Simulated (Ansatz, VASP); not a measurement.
**Li in VASP and in Ansatz**

```
CELL_PARAMETERS angstrom
2.21695 1.27995 4.70636
-2.21695 1.27995 4.70636
0.00000 -2.55991 4.70636
ATOMIC_POSITIONS crystal
Li 0.59779 0.59779 0.59779
Li 0.40221 0.40221 0.40221
Li 0.00000 0.00000 0.00000
```

This isn't the form of Li at room conditions, which is bcc.

Alike in both runs: task single point; functional PBEsol; dispersion D3(BJ); k mesh 6 × 6 × 6; occupations methfessel-paxton of order 1, width 0.01 eV; no spin polarisation.

|  | VASP | Ansatz |
| --- | --- | --- |
| version | VASP 6.6.1 | Ansatz 0.2.0 |
| potentials or method | VASP PAW PBE potentials, release 64 (Li_sv) | plane waves, PAW |
| plane-wave cutoff (eV) | 520 | 460 |
| valence electrons in the cell | 9 | 9 |

VASP gave:

```
dispersion energy (meV/atom) : -113.0
```

Problem. What did Ansatz give for the same quantities?

Solution. Dispersion energy (meV/atom): -113.1.
